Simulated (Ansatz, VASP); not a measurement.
## One calculation of ScAl3, two programs

```xyz
4
Lattice="4.0878 0.0000 0.0000 0.0000 4.0878 0.0000 0.0000 0.0000 4.0878" Properties=species:S:1:pos:R:3 pbc="T T T"
Sc    0.0000    0.0000    0.0000
Al    2.0439    0.0000    2.0439
Al    0.0000    2.0439    2.0439
Al    2.0439    2.0439    0.0000
```

The cell is a database's computed one.

Alike in both runs: task relaxation of cell and atoms; functional PBEsol; k mesh 10 × 10 × 10; occupations gaussian, width 0.1 eV; no spin polarisation.

|  | VASP | Ansatz |
| --- | --- | --- |
| version | VASP 6.6.1 | Ansatz 0.2.0 |
| potentials or method | VASP PAW PBE potentials, release 64 (Sc_sv, Al) | scalar-relativistic, plane waves, PAW |
| plane-wave cutoff (eV) | 600 | 420 |
| valence electrons in the cell | 20 | 20 |

|  | VASP | Ansatz | Ansatz less VASP |
| --- | --- | --- | --- |
| gap on the k mesh at the Fermi level, each at its own relaxed structure (eV) | none | none | - |
| relaxed volume (Å³/atom) | 16.89 | 16.87 | -0.022 |
| relaxed cell length with the largest relative difference (Å) | 4.073 | 4.071 | -0.0018 |

A gap of «none» marks a metal or a gap that the smearing closes.

Caveats: the PAW data sets were made with another functional, which shifts forces and pressure a little (VASP).
